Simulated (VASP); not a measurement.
# C (P6_3/mmc) in VASP: band structure with PBE+D3(BJ)

Aim: the band structure of C with PBE+D3(BJ).

All numbers are computed with VASP 6.6.1; they aren't measurements. Logs are shortened: lines on timing, memory, paths and dates and some standing lists are left out, and cuts for length are marked.

**1. The structure**

The structure is hexagonal, space group P6_3/mmc (No. 194). The conventional cell has a = 2.474 Å, b = 2.474 Å, c = 6.490 Å, α = 90.00°, β = 90.00°, γ = 120.00°. C (site symmetry -6m2) is surrounded by 3 C at 1.43 Å. C (site symmetry -6m2) has 3 C at 1.43 Å as nearest neighbours.

**2. Band structure, PBE+D3(BJ)**

Input file POSCAR:

```
C                                       
1.0
    2.4741744062      0.0000000000      0.0000000000
   -1.2370872031      2.1426978895     -0.0000000000
    0.0000000000     -0.0000000000      6.4904227693
  C             
     4
Direct
     0.0000000000000000    0.0000000000000000    0.2500000000000000
     0.0000000000000000    0.0000000000000000    0.7500000000000000
     0.3333333300000021    0.6666666699999979    0.2500000000000000
     0.6666666699999979    0.3333333300000021    0.7500000000000000
```

Input file INCAR.step1:

```
PREC     = Accurate       # precision mode
ENCUT    = 520            # plane-wave cutoff, eV
EDIFF    = 1E-7           # SCF threshold, eV
ISMEAR   = 0              # smearing method
SIGMA    = 0.02           # smearing width, eV
LREAL    = False          # projectors in reciprocal space
LASPH    = True           # aspherical terms in the spheres
NELM     = 60             # most SCF steps
ALGO     = Normal         # electronic algorithm
ISIF     = 2              # what is computed and relaxed
LWAVE    = False          # write WAVECAR
LCHARG   = True           # write CHGCAR
GGA      = PE             # functional
IVDW     = 12             # dispersion correction
NBANDS   = 16             # bands
```

Input file KPOINTS.step1:

```
Automatic mesh
0
Gamma
  3 3 1
```

Input file INCAR.step2:

```
PREC     = Accurate       # precision mode
ENCUT    = 520            # plane-wave cutoff, eV
EDIFF    = 1E-7           # SCF threshold, eV
ISMEAR   = 0              # smearing method
SIGMA    = 0.05           # smearing width, eV
LREAL    = False          # projectors in reciprocal space
LASPH    = True           # aspherical terms in the spheres
NELM     = 60             # most SCF steps
ALGO     = Normal         # electronic algorithm
ISIF     = 2              # what is computed and relaxed
LWAVE    = False          # write WAVECAR
LCHARG   = False          # write CHGCAR
GGA      = PE             # functional
IVDW     = 12             # dispersion correction
NBANDS   = 16             # bands
ICHARG   = 11             # starting density
```

Input file KPOINTS.step2:

```
path GMKGALHA,LM,KH
15
line-mode
reciprocal
 0.0000000000  0.0000000000  0.0000000000  G
 0.5000000000  0.0000000000  0.0000000000  M

 0.5000000000  0.0000000000  0.0000000000  M
 0.3333333333  0.3333333333  0.0000000000  K

 0.3333333333  0.3333333333  0.0000000000  K
 0.0000000000  0.0000000000  0.0000000000  G

 0.0000000000  0.0000000000  0.0000000000  G
 0.0000000000  0.0000000000  0.5000000000  A

 0.0000000000  0.0000000000  0.5000000000  A
 0.5000000000  0.0000000000  0.5000000000  L

 0.5000000000  0.0000000000  0.5000000000  L
 0.3333333333  0.3333333333  0.5000000000  H

 0.3333333333  0.3333333333  0.5000000000  H
 0.0000000000  0.0000000000  0.5000000000  A

 0.5000000000  0.0000000000  0.5000000000  L
 0.5000000000  0.0000000000  0.0000000000  M

 0.3333333333  0.3333333333  0.0000000000  K
 0.3333333333  0.3333333333  0.5000000000  H
```

Potentials or basis: VASP PAW PBE potentials, release 64 (C).

On the command line:

```console
cat potpaw_PBE.64/C/POTCAR > POTCAR
cp INCAR.step1 INCAR
cp KPOINTS.step1 KPOINTS
mpirun -np 1 vasp_std > vasp.out
cp INCAR.step2 INCAR
cp KPOINTS.step2 KPOINTS
mpirun -np 1 vasp_std > vasp.out
```

OUTCAR:

```text
PREC = Accurate
   ENCUT = 520
   EDIFF = 1E-7
   ISMEAR = 0
   LREAL = False
   LASPH = True
   NELM = 60
   ISIF = 2
   GGA = PE
   IVDW = 12
   ICHARG = 11
 IVDW          = 12

 ion  position               nearest neighbor table
   1  0.000  0.000  0.250-   3 1.43   3 1.43   3 1.43
   2  0.000  0.000  0.750-   4 1.43   4 1.43   4 1.43
   3  0.333  0.667  0.250-   1 1.43   1 1.43   1 1.43
   4  0.667  0.333  0.750-   2 1.43   2 1.43   2 1.43

  LATTYP: Found a hexagonal cell.
 ALAT       =     2.4741744062
 C/A-ratio  =     2.6232680902

  Lattice vectors:

 A1 = (   2.4741744062,   0.0000000000,   0.0000000000)
 A2 = (  -1.2370872031,   2.1426978895,   0.0000000000)
 A3 = (   0.0000000000,   0.0000000000,   6.4904227693)

Analysis of symmetry for initial positions (statically):
=====================================================================
 Subroutine PRICEL returns:
 Original cell was already a primitive cell.

 Routine SETGRP: Setting up the symmetry group for a
 hexagonal supercell.

 Subroutine GETGRP returns: Found 24 space group operations
 (whereof 12 operations were pure point group operations)
 out of a pool of 24 trial point group operations.

The static configuration has the point symmetry D_3d.
 The point group associated with its full space group is D_6h.

Analysis of symmetry for dynamics (positions and initial velocities):
=====================================================================
 Subroutine PRICEL returns:
 Original cell was already a primitive cell.

 Routine SETGRP: Setting up the symmetry group for a
 hexagonal supercell.

 Subroutine GETGRP returns: Found 24 space group operations
 (whereof 12 operations were pure point group operations)
 out of a pool of 24 trial point group operations.

The dynamic configuration has the point symmetry D_3d.
 The point group associated with its full space group is D_6h.

 Subroutine INISYM returns: Found 24 space group operations
 (whereof 12 operations are pure point group operations),
 and found     1 'primitive' translations

----------------------------------------------------------------------------------------

                                     Primitive cell

  volume of cell :      34.4084

  direct lattice vectors                    reciprocal lattice vectors
     2.474174406  0.000000000  0.000000000     0.404175226  0.233350676  0.000000000
    -1.237087203  2.142697889  0.000000000     0.000000000  0.466701351  0.000000000
     0.000000000  0.000000000  6.490422769     0.000000000  0.000000000  0.154073168

  length of vectors
     2.474174406  2.474174406  6.490422769     0.466701351  0.466701351  0.154073168

  position of ions in fractional coordinates (direct lattice)
     0.000000000  0.000000000  0.250000000
     0.000000000  0.000000000  0.750000000
     0.333333330  0.666666670  0.250000000
     0.666666670  0.333333330  0.750000000

  ion indices of the primitive-cell ions
   primitive index   ion index
                 1           1
                 2           2
                 3           3
                 4           4

----------------------------------------------------------------------------------------

 KPOINTS: path GMKGALHA,LM,KH

Interpolating k-points between supplied coordinates.

 Line segments in fractional coordinates (reciprocal lattice):
    0.000000  0.000000  0.000000  ...  0.500000  0.000000  0.000000
    0.500000  0.000000  0.000000  ...  0.333333  0.333333  0.000000
    0.333333  0.333333  0.000000  ...  0.000000  0.000000  0.000000
    0.000000  0.000000  0.000000  ...  0.000000  0.000000  0.500000
    0.000000  0.000000  0.500000  ...  0.500000  0.000000  0.500000
    0.500000  0.000000  0.500000  ...  0.333333  0.333333  0.500000
    0.333333  0.333333  0.500000  ...  0.000000  0.000000  0.500000
    0.500000  0.000000  0.500000  ...  0.500000  0.000000  0.000000
    0.333333  0.333333  0.000000  ...  0.333333  0.333333  0.500000

 Generated    15 points on each line segment, for a total of    135 k-points:

 Following reciprocal coordinates:
            Coordinates               Weight
  0.000000  0.000000  0.000000      0.007407
  0.035714  0.000000  0.000000      0.007407
  0.071429  0.000000  0.000000      0.007407
  0.107143  0.000000  0.000000      0.007407
  0.142857  0.000000  0.000000      0.007407
  0.178571  0.000000  0.000000      0.007407
[... 16 lines left out ...]
  0.416667  0.166667  0.000000      0.007407
  0.404762  0.190476  0.000000      0.007407
 [... further k-points ...]
   k-points           NKPTS =    135   k-points in BZ     NKDIM =    135   number of bands    NBANDS=     16
   number of dos      NEDOS =    301   number of ions     NIONS =      4
   total plane-waves  NPLWV =  15552
   dimension x,y,z NGX =    18 NGY =   18 NGZ =   48
   dimension x,y,z NGXF=    36 NGYF=   36 NGZF=   96
   ions per type =               4
   NGX,Y,Z   is equivalent  to a cutoff of  12.09, 12.09, 12.29 a.u.
   NGXF,Y,Z  is equivalent  to a cutoff of  24.19, 24.19, 24.59 a.u.
 SYSTEM =  unknown system
   PREC   = accura    normal or accurate (medium, high low for compatibility)
   ISTART =      0    job   : 0-new  1-cont  2-samecut
   ICHARG =     11    charge: 1-file 2-atom 10-const
   ISPIN  =      1    spin polarized calculation?
   LNONCOLLINEAR =      F non collinear calculations
   LSORBIT =      F    spin-orbit coupling
   LASPH  =      T    aspherical Exc in radial PAW
   ENCUT  =  520.0 eV  38.22 Ry    6.18 a.u.   4.60  4.60 12.07*2*pi/ulx,y,z
   NELM   =     60;   NELMIN=  2; NELMDL=  0     # of ELM steps
   EDIFF  = 0.1E-06   stopping-criterion for ELM
   LREAL  =      F    real-space projection
[... 7 lines left out ...]
   TEBEG  =    0.0;   TEEND  =   0.0 temperature during run
   PSTRESS=    0.0 pullay stress
   NELECT =      16.0000    total number of electrons
   NUPDOWN=      -1.0000    fix difference up-down
   EMIN   =  10.00;   EMAX   =-10.00  energy-range for DOS
   EFERMI =   0.00;   METHOD = LEGACY
   ISMEAR =     0;   SIGMA  =   0.05  broadening in eV -4-tet -1-fermi 0-gaus
   EFERMI_NEDOS =   21; number of points for ismear=-14 and -15
   IALGO  =     38    algorithm
   IMIX   =      4    mixing-type and parameters
     AMIX     =   0.40;   BMIX     =  1.00
     AMIX_MAG =   1.60;   BMIX_MAG =  1.00
  volume/ion in A,a.u.               =       8.60        58.05
  Fermi-wavevector in a.u.,A,eV,Ry     =   1.268314  2.396766 21.886605  1.608620
  Thomas-Fermi vector in A             =   2.401415
   LORBIT       =      0    0 simple, 1 ext, 2 COOP (PROOUT), +10 PAW based schemes
   GGA     = PE    functional components
   LHFCALC =     F    Hartree Fock is set to
   AEXX    =    0.0000 exact exchange contribution
   IVDW    =    12    specifies the selected vdW correction
   LEPSILON=     F    determine dielectric tensor
   LRPA    =     F    only Hartree local field effects (RPA)
 non-spin polarized calculation
 Gauss-broadening in eV      SIGMA  =   0.05
  energy-cutoff  :      520.00
  volume of cell :       34.41
 maximum number of plane-waves:       944

 number of electron      15.9999994 magnetization

 Free energy of the ion-electron system (eV)
  ---------------------------------------------------
  ext. energy  EPLUGINS =         0.00000000
  ---------------------------------------------------
  free energy    TOTEN  =       -33.48022949 eV

  energy without entropy =      -33.47216788  energy(sigma->0) =      -33.47619868

 E-fermi :   4.9322     XC(G=0): -10.5124

 val. band max:        4.9277858390   @ k =   0.3333   0.3333   0.2143
 cond. band min:       4.9333221929   @ k =   0.3333   0.3333   0.2500
 fundamental gap:      0.0055363539
 Fermi energy:         4.9321737603

 k-point     1 :       0.0000    0.0000    0.0000
  band No.  band energies     occupation
      1     -14.6518      2.00000
      2     -14.2615      2.00000
      3      -3.6593      2.00000
      4      -1.3224      2.00000
      5       1.9519      2.00000
      6       1.9519      2.00000
[... 8 lines left out ...]
     15      16.3985      0.00000
     16      16.4332      0.00000

 k-point     2 :       0.0357    0.0000    0.0000
  band No.  band energies     occupation
      1     -14.6216      2.00000
      2     -14.2318      2.00000
      3      -3.6225      2.00000
      4      -1.2883      2.00000
      5       1.8248      2.00000
      6       1.8560      2.00000
[... 8 lines left out ...]
     15      16.3323      0.00000
     16      16.4220      0.00000

 k-point     3 :       0.0714    0.0000    0.0000
  band No.  band energies     occupation
      1     -14.5306      2.00000
      2     -14.1429      2.00000
      3      -3.5122      2.00000
      4      -1.1864      2.00000
      5       1.4593      2.00000
      6       1.5021      2.00000
[... 8 lines left out ...]
     15      16.0357      0.00000
     16      16.4965      0.00000

 k-point     4 :       0.1071    0.0000    0.0000
  band No.  band energies     occupation
      1     -14.3791      2.00000
      2     -13.9948      2.00000
      3      -3.3289      2.00000
      4      -1.0172      2.00000
      5       0.8939      2.00000
      6       0.9522      2.00000
[... 8 lines left out ...]
     15      15.5636      0.00000
     16      16.6215      0.00000
[... 324 lines left out ...]
 k-point    22 :       0.4286    0.1429    0.0000
  band No.  band energies     occupation
      1      -9.0267      2.00000
      2      -8.8826      2.00000
      3      -7.9289      2.00000
      4      -7.8277      2.00000
      5      -2.8437      2.00000
      6      -2.7236      2.00000
[... 8 lines left out ...]
     15      18.0937      0.00000
     16      18.1701      0.00000

 k-point    23 :       0.4167    0.1667    0.0000
  band No.  band energies     occupation
      1      -8.9141      2.00000
      2      -8.7716      2.00000
      3      -7.8275      2.00000
      4      -7.7308      2.00000
      5      -3.2614      2.00000
      6      -3.1322      2.00000
[... 8 lines left out ...]
     15      17.7044      0.00000
     16      17.7298      0.00000

 k-point    24 :       0.4048    0.1905    0.0000
  band No.  band energies     occupation
      1      -8.7844      2.00000
      2      -8.6435      2.00000
      3      -7.7159      2.00000
      4      -7.6257      2.00000
      5      -3.6961      2.00000
      6      -3.5595      2.00000
[... 8 lines left out ...]
     15      17.2892      0.00000
     16      17.3770      0.00000

 [... further k-points ...]

------------------------ aborting loop because EDIFF is reached ----------------------------------------

 Edisp (eV)   -0.64965

 E8    (eV) :    -0.1849

  FORCE on cell =-STRESS in cart. coord.  units (eV):
  Direction    XX          YY          ZZ          XY          YZ          ZX
  --------------------------------------------------------------------------------------
  -------------------------------------------------------------------------------------
  Total       3.94606     3.94606    -0.27517     0.00000    -0.00000    -0.00000
  in kB     183.74285   183.74285   -12.81273     0.00000    -0.00000    -0.00000
  external pressure =      118.22 kB  Pullay stress =        0.00 kB

 VOLUME and BASIS-vectors are now :
 -----------------------------------------------------------------------------
  energy-cutoff  :      520.00
  volume of cell :       34.41
      direct lattice vectors                 reciprocal lattice vectors
     2.474174406  0.000000000  0.000000000     0.404175226  0.233350676  0.000000000
    -1.237087203  2.142697889  0.000000000     0.000000000  0.466701351  0.000000000
     0.000000000  0.000000000  6.490422769     0.000000000  0.000000000  0.154073168

 POSITION                                       TOTAL-FORCE (eV/Angst)
 -----------------------------------------------------------------------------------
      0.00000      0.00000      1.62261         0.000000     -0.000000      0.000000
      0.00000      0.00000      4.86782        -0.000000      0.000000     -0.000000
     -0.00000      1.42847      1.62261        -0.000000      0.000000      0.000000
      1.23709      0.71423      4.86782         0.000000     -0.000000      0.000000
 -----------------------------------------------------------------------------------
    total drift:                               -0.000000      0.000000      0.000000

  FREE ENERGIE OF THE ION-ELECTRON SYSTEM (eV)
  ---------------------------------------------------
  free  energy   TOTEN  =       -34.1298749977 eV

  energy  without entropy=      -34.1218133877  energy(sigma->0) =      -34.12584419
```

Wall time 31 s (1 thread of Intel Xeon Platinum 8259CL at 2.50GHz (Skylake/Cascade Lake), shared host); peak memory 0.18 GiB.

What came out:

```yaml
Band_gap_along_the_path: none (metal or under the smearing width)
Dispersion_energy_per_atom: -0.162 eV
```

Levels at the corners of the path, in eV from the Fermi level:
```tsv
point	band 4	band 5	band 6	band 7	band 8	band 9	band 10	band 11	band 12	band 13
Γ	-6.23	-2.96	-2.96	-2.93	-2.93	4.65	8.29	8.29	8.36	8.36
M	-13.02	-6.33	-6.26	-2.81	-1.99	1.57	2.31	7.09	7.59	11.44
M	-13.02	-6.33	-6.26	-2.81	-1.99	1.57	2.31	7.09	7.59	11.44
K	-12.36	-10.40	-10.40	-0.75	0.00	0.00	0.91	11.28	11.28	12.18
K	-12.36	-10.40	-10.40	-0.75	0.00	0.00	0.91	11.28	11.28	12.18
Γ	-6.23	-2.96	-2.96	-2.93	-2.93	4.65	8.29	8.29	8.36	8.36
Γ	-6.23	-2.96	-2.96	-2.93	-2.93	4.65	8.29	8.29	8.36	8.36
A	-7.52	-2.94	-2.94	-2.94	-2.94	7.57	7.57	8.33	8.33	8.33
A	-7.52	-2.94	-2.94	-2.94	-2.94	7.57	7.57	8.33	8.33	8.33
L	-13.10	-6.30	-6.30	-2.30	-2.30	1.67	1.67	7.33	7.33	12.79
L	-13.10	-6.30	-6.30	-2.30	-2.30	1.67	1.67	7.33	7.33	12.79
H	-12.48	-10.40	-10.40	0.02	0.02	0.05	0.05	10.14	10.14	13.70
H	-12.48	-10.40	-10.40	0.02	0.02	0.05	0.05	10.14	10.14	13.70
A	-7.52	-2.94	-2.94	-2.94	-2.94	7.57	7.57	8.33	8.33	8.33
L	-13.10	-6.30	-6.30	-2.30	-2.30	1.67	1.67	7.33	7.33	12.79
M	-13.02	-6.33	-6.26	-2.81	-1.99	1.57	2.31	7.09	7.59	11.44
K	-12.36	-10.40	-10.40	-0.75	0.00	0.00	0.91	11.28	11.28	12.18
H	-12.48	-10.40	-10.40	0.02	0.02	0.05	0.05	10.14	10.14	13.70
```

Caveat: the k mesh is coarse (spacing up to 0.98 Å⁻¹), so the values aren't converged; the log is that of the step along the path at fixed density, whose energy, stress, charges and moments have no meaning.
